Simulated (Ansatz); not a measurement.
The cell was built from the wurtzite type and relaxed in the same program, and has space group P6_3/mmc; it needn't be a known or the stable phase. The relaxation left the symmetry of that type.

A run of Ansatz 0.2.0 printed the following.

```
Warning: the atoms were moved onto the symmetric positions of the space group found under crystal.symmetry.tolerance 1.0e-5 (fractional; no operation is sought that the atoms, as they stand in a round, miss by more than twice it, and no atom is moved by as much as it), and the run uses the moved positions. Before a round's move an operation carried an atom to 3.30e-5 Å from where it should land, the largest such distance. Atom 0 (counting from 0) moved farthest, by 1.65e-5 Å; the longest move in fractions of the cell, of whichever atom, is 0.25 of the tolerance, in 1 round. To run the atoms as typed, lower crystal.symmetry.tolerance until the operations that they miss are no longer found, or set crystal.symmetry.detect: false (a key that needs symmetry detection or time reversal refuses this as the deck is read). The positions used, in the order of the run's atom list: position: [0.3333333333333333, 0.6666666666666666, -0.061999999999999986]; position: [0.6666666666666666, 0.3333333333333333, 0.438]; position: [0.3333333333333333, 0.6666666666666666, 0.438]; position: [0.6666666666666666, 0.3333333333333333, 0.938]; The lattice was moved too: crystal.lattice keeps the space group found at crystal.symmetry.tolerance 1.0e-5 only nearly: the operation that it misses by the most changes a squared length by the fraction 3.06e-11. The run uses the lattice that is a stretch of the typed one, with no rotation, onto the one that keeps every operation to a double's rounding (on a very oblique basis the stretch itself rounds by more); the deck's lattice vector that moved farthest moved by 4.75e-11 Å. To run the lattice as typed, set crystal.symmetry.detect: false, as for the atoms. crystal.lattice made exact, in Å and degrees: [[5.380620033752493, 0.0, 0.0], [-2.6903100168762464, 4.659753637341142, 0.0], [0.0, 0.0, 6.3836288592]]. Pasted over the deck's crystal.lattice, beside positions in fractional coordinates, it runs the same cell (given as lengths and angles, that cell in the form's own orientation, a rigid turn of the misfit's size from the one run here, for which a checkpoint.post_process_only pass over this run's state can be refused: where this run relaxes nothing, give such a pass this deck's own crystal.lattice, as typed; behind a relaxation, as crystal.lattice, the state's own cell, identity.cell in its checkpoint.json), and a matrix so pasted ends this notice, except on a very skew basis of the lattice, where the rounding of the pasted numbers themselves can read as a misfit: the cell is then moved again, and that move is told again. The lattice as run is in this notice's lattice.as_run_ang field (Run.prep()["deck_notices"] in Python, the deck_notice line of an events file, deck_notices of ansatz run --dry-run=json, or deck_notices in record.json in the deck's checkpoint.write directory).
Ba: projections on atomic orbitals take those of the free atom 1s2 2s2 2p6 3s2 3p6 3d10 4s2 4p6 4d10 5s2 5p6 6s2, of charge +0.00 (hamiltonian.pseudopotentials.projection_atoms)
S: projections on atomic orbitals take those of the free atom 1s2 2s2 2p6 3s2 3p4, of charge +0.00 (hamiltonian.pseudopotentials.projection_atoms)
LAPW: plane waves up to 6.159 Å⁻¹, error target 1.0e-3 eV per atom; small_component_spin mean_spin; S in spheres of 1.472 Å, 14 of its electrons in bands, Dirac shells []; Ba in spheres of 1.634 Å, 28 of its electrons in bands, Dirac shells []
Engine: ansatz 0.2.0
Pseudopotentials: kind: all_electron
Pseudopotential: Ba, LAPW, valence charge 28, Koelling and Harmon's equation, gaussian nucleus
Pseudopotential: S, LAPW, valence charge 14, Koelling and Harmon's equation, gaussian nucleus
Functional definition: PBE
  parameter kappa = 0.804
  parameter beta = 0.06672455060314922
  exchange = pbe_x(kappa = kappa, mu = beta*pi^2/3)
  correlation = pbe_c(beta = beta)
Crystal: 4 atoms, lattice volume = 160.053 Å³
Basis set: ecut = 144.51383161164134 eV, 625 PW (Γ), exchange–correlation at level 2
Bands: 51, of which v1, the nominal top of the filled ones, is band 42 counted from 1 (41 counted from 0)
Symmetry: 24 space group operations
Space group: P63/mmc (ITA 194), of the structure as read, at distance tolerance 5.4e-5 Å
k-points: 30 of 320
Non-local potential: Ba, projectors of the file, none
Non-local potential: S, projectors of the file, none
Initial density: superposition of atomic densities (chi_scale 0.1, normalization cell, long waves kept (reshape's long-wave potential 0.00 eV rms))
Initial wavefunctions: plane waves of lowest kinetic energy (no species holds an atomic orbital)
Functional: x = pbe(κ = 0.804, μ = 0.2195149727645171), c = pbe(β = 0.06672455060314922)
iter 1 solved again at ethr=4.91e-3 eV; its pass at ethr=1.00e-1 eV (dr2=4.12e0 eV) is discarded
SCF iter   1: F=—  HF=-464479.624451 eV  |F-HF|=—  |Δ(HF+E_count)|=         —  Δρ=2.92e-2  dr2=4.12e0  ethr=4.91e-3  ⟨swp⟩=2.1  Hψ=9836  notcnv=0
preconditioner: auto → Resta (q_TF=auto, 2.450 Å⁻¹)  ε∞=2.6  [insulator: Δε(μ)=3.874 eV  Ē_g=12.368 eV  σ=0.030 eV  W_gap=1.00  n_scr=40 (ndim 8)  ℏωp=15.5 eV  f_vac=0.125  D(μ)=0.00/eV (n_scr^D=0)  ε∞_Penn≈2.6]
SCF iter   2: F=—  HF=-464478.046122 eV  |F-HF|=—  |Δ(HF+E_count)|=    1.58e0  Δρ=1.06e-2  dr2=6.57e-1  ethr=4.91e-3  ⟨swp⟩=3.1  Hψ=5111  notcnv=0
SCF iter   3: F=—  HF=-464478.013679 eV  |F-HF|=—  |Δ(HF+E_count)|=   3.24e-2  Δρ=7.37e-3  dr2=3.27e-1  ethr=7.82e-4  ⟨swp⟩=2.1  Hψ=5252  notcnv=0
iter 4 solved again at ethr=9.98e-6 eV; its pass at ethr=3.90e-4 eV (dr2=8.39e-3 eV) is discarded
SCF iter   4: F=—  HF=-464478.031963 eV  |F-HF|=—  |Δ(HF+E_count)|=         —  Δρ=1.61e-3  dr2=8.37e-3  ethr=9.98e-6  ⟨swp⟩=2.0  Hψ=8239  notcnv=0
the basis was enlarged: its passes take 580.0 KiB over the memory plan, 1 of 1 planned eigensolver slots
SCF iter   5: F=—  HF=-464478.037991 eV  |F-HF|=—  |Δ(HF+E_count)|=   6.03e-3  Δρ=4.33e-4  dr2=7.68e-4  ethr=9.97e-6  ⟨swp⟩=3.0  Hψ=5478  notcnv=0
SCF iter   6: F=—  HF=-464478.040176 eV  |F-HF|=—  |Δ(HF+E_count)|=   2.19e-3  Δρ=1.79e-4  dr2=1.58e-4  ethr=9.14e-7  ⟨swp⟩=3.0  Hψ=5344  notcnv=0
SCF iter   7: F=—  HF=-464478.040747 eV  |F-HF|=—  |Δ(HF+E_count)|=   5.71e-4  Δρ=3.81e-5  dr2=3.40e-6  ethr=1.88e-7  ⟨swp⟩=3.0  Hψ=5422  notcnv=0
SCF iter   8: F=—  HF=-464478.040759 eV  |F-HF|=—  |Δ(HF+E_count)|=   1.18e-5  Δρ=1.34e-5  dr2=6.07e-7  ethr=4.05e-9  ⟨swp⟩=3.8  Hψ=5426  notcnv=0
SCF iter   9: F=-464478.040761 eV  HF=-464478.040761 eV  |F-HF|=6.07e-8  |Δ(HF+E_count)|=   2.05e-6  Δρ=2.53e-6  dr2=2.10e-8  ethr=7.22e-10  ⟨swp⟩=3.0  Hψ=5291  notcnv=0
SCF 1 converged in 9 iterations: F = -464478.040761 eV  dr2 = 2.10e-8
NSCF: frozen V_eff on 113 k-points
SCF converged after 9 iterations
Free energy (F): -464478.040761 eV
Harris-Foulkes:  -464478.040761 eV  (|F-HF|=6.07e-8)
Internal energy: -464478.040761 eV  (E = F + TS)
E sigma→0 (E₀):  -464478.040761 eV
Fermi energy:    6.941830 eV
--- Per-component energies (eV) ---
  E_band       = -7063.203466
  E_kinetic    = 493580.766956
  E_xc         = -12186.129285
  E_electrostatic = -945872.678432  (all electrons and nuclei)
  E_smearing   = -0.000000  (= −TS)
  E_closure    = 0.000000  (closes the sum)
  E_atoms      = -464457.965023  (free atoms, spherical and without spin; not in F)
  Σ components = -464478.040761   (vs F -464478.040761, Δ=0.00e0)
  Basis errors (estimates in eV, not in F): energy 4.8e-4 per atom: plane waves 4.3e-4 (2.5e-4 summed), levels above the bands 2.9e-74, relativity 4.4e-8, radial functions 4.7e-5, core shells 2.1e-10; eigenvalues (radial functions only) 9.0e-6; not estimated: angular momenta, meshes, grids; target (lapw.basis_error) 1.0e-3; muffin-tin radii S 1.472 Å, Ba 1.634 Å
--- Forces (eV/Å), atoms counted from 1 ---
  atom   1  Ba     0.00000000    -0.00000000     0.00000000
  atom   2  Ba    -0.00000000     0.00000000     0.00000000
  atom   3  S      0.00000000    -0.00000000     0.00000000
  atom   4  S      0.00000000     0.00000000     0.00000000
  max |Σ_I F_I| component: 2.31e-18 eV/Å
--- Stress (GPa, compression-positive) ---
        0.018753      -0.000000      -0.000000
       -0.000000       0.018753       0.000000
       -0.000000       0.000000      -0.002241
  P = ⅓ Tr σ = 0.0118 GPa (0.118 kbar)
--- Band table (eV; the first three rows and the last of 30) ---
  k-point 0: bands = ["-230.3899", "-230.3899", "-197.4370", "-197.4370", "-167.5115", "-167.5115", "-167.5115", "-167.5115", "-167.5046", "-167.5046", "-142.2095", "-142.2095", "-142.2095", "-142.2095", "-142.2067", "-142.2067", "-76.2917", "-76.2917", "-76.2917", "-76.2917", "-76.2904", "-76.2904", "-76.2904", "-76.2904", "-76.2804", "-76.2804", "-20.4925", "-20.4408", "-5.9683", "-5.8110", "-5.8110", "-5.6550", "-5.6550", "-5.5452", "-4.5734", "-4.5092", "4.7678", "4.7678", "4.8387", "4.8387", "5.2925", "5.6491", "8.4688", "9.3899", "9.3899", "10.5270", "11.1964", "11.4847", "11.4847", "12.2210", "12.2210"]
  k-point 1: bands = ["-230.3899", "-230.3899", "-197.4370", "-197.4370", "-167.5115", "-167.5115", "-167.5115", "-167.5115", "-167.5046", "-167.5046", "-142.2095", "-142.2095", "-142.2095", "-142.2095", "-142.2067", "-142.2067", "-76.2917", "-76.2917", "-76.2917", "-76.2917", "-76.2904", "-76.2904", "-76.2904", "-76.2904", "-76.2804", "-76.2804", "-20.4875", "-20.4457", "-6.0375", "-5.7961", "-5.7961", "-5.7433", "-5.6698", "-5.6698", "-4.3431", "-4.3416", "4.7402", "4.7402", "4.8015", "4.8015", "4.9912", "5.1731", "8.6951", "9.7144", "9.7144", "10.6312", "11.3387", "11.6342", "11.6342", "12.2646", "12.2646"]
  k-point 2: bands = ["-230.3899", "-230.3899", "-197.4370", "-197.4370", "-167.5115", "-167.5115", "-167.5115", "-167.5115", "-167.5046", "-167.5046", "-142.2095", "-142.2095", "-142.2095", "-142.2095", "-142.2067", "-142.2067", "-76.2917", "-76.2917", "-76.2917", "-76.2917", "-76.2904", "-76.2904", "-76.2904", "-76.2904", "-76.2804", "-76.2804", "-20.4744", "-20.4584", "-6.0984", "-6.0009", "-5.7569", "-5.7569", "-5.7087", "-5.7087", "-4.0819", "-4.0627", "4.5429", "4.5728", "4.7077", "4.7077", "4.7333", "4.7333", "9.1588", "9.8164", "10.5827", "10.5827", "11.5911", "11.5911", "12.3600", "12.3600", "12.5230"]
  k-point 29: bands = ["-230.3899", "-230.3899", "-197.4370", "-197.4370", "-167.5115", "-167.5115", "-167.5115", "-167.5115", "-167.5046", "-167.5046", "-142.2095", "-142.2095", "-142.2095", "-142.2095", "-142.2067", "-142.2067", "-76.2917", "-76.2917", "-76.2917", "-76.2917", "-76.2904", "-76.2904", "-76.2904", "-76.2904", "-76.2804", "-76.2804", "-20.4628", "-20.4606", "-6.4982", "-6.4895", "-5.8307", "-5.7564", "-5.5876", "-5.5711", "-3.5990", "-3.5959", "4.2466", "4.2490", "4.8671", "4.8772", "5.2187", "5.2877", "8.9908", "9.1362", "10.2461", "11.1992", "11.2807", "11.6610", "11.8066", "11.8877", "12.5142"]
--- Löwdin populations: 4 sites ---
  site symbol       q [e]
     0     Ba     54.3576
     1     Ba     54.3576
     2      S     17.3492
     3      S     17.3492
  spilling = 0.004072 (of n_electrons = 144.000000)
```

The cell and starting positions:

```
CELL_PARAMETERS angstrom
5.38062 0.00000 0.00000
-2.69031 4.65975 0.00000
0.00000 0.00000 6.38363
ATOMIC_POSITIONS crystal
Ba 0.33333 0.66667 0.93800
Ba 0.66667 0.33333 0.43800
S 0.33333 0.66667 0.43800
S 0.66667 0.33333 0.93800
```

Parts of the input that the log doesn't repeat:

```yaml
  band_path:
    path:
      - [0.0, 0.0, 0.0]
      - [0.5, 0.0, 0.0]
      - [0.3333333333, 0.3333333333, 0.0]
      - [0.0, 0.0, 0.0]
      - [0.0, 0.0, 0.5]
      - [0.5, 0.0, 0.5]
      - [0.3333333333, 0.3333333333, 0.5]
      - [0.0, 0.0, 0.5]
      - [0.5, 0.0, 0.5]
    npoints: 14
output:
  forces: true
  stress: true
  eigenvalues: true
  populations: true
  dos: { projected: true, de: 0.2, e_range: [-14, 8] }
```

**Question.** Write the input that produced this log.

**Answer.** 
```yaml
crystal:
  lattice:
    - [5.3806200338, 0.0, 0.0]
    - [-2.6903100169, 4.6597536373, 0.0]
    - [0.0, 0.0, 6.3836288592]
  atoms:
    - { symbol: Ba, position: [0.3333333333, 0.6666666667, -0.0620025812] }
    - { symbol: Ba, position: [0.6666666667, 0.3333333333, 0.4379974188] }
    - { symbol: S, position: [0.3333333333, 0.6666666667, 0.4380025812] }
    - { symbol: S, position: [0.6666666667, 0.3333333333, 0.9380025812] }
kpoints:
  mp_grid: { grid: [8, 8, 5] }
  band_path:
    path:
      - [0.0, 0.0, 0.0]
      - [0.5, 0.0, 0.0]
      - [0.3333333333, 0.3333333333, 0.0]
      - [0.0, 0.0, 0.0]
      - [0.0, 0.0, 0.5]
      - [0.5, 0.0, 0.5]
      - [0.3333333333, 0.3333333333, 0.5]
      - [0.0, 0.0, 0.5]
      - [0.5, 0.0, 0.5]
    npoints: 14
scf:
  occupations: { method: fermi_dirac, width: 0.03 }
hamiltonian:
  xc: pbe
  pseudopotentials: { kind: all_electron, lapw: { basis_error: 0.001 } }
output:
  forces: true
  stress: true
  eigenvalues: true
  populations: true
  dos: { projected: true, de: 0.2, e_range: [-14, 8] }
```
This is the input that was run; digits and keys that the log doesn't show could differ in an equivalent one.
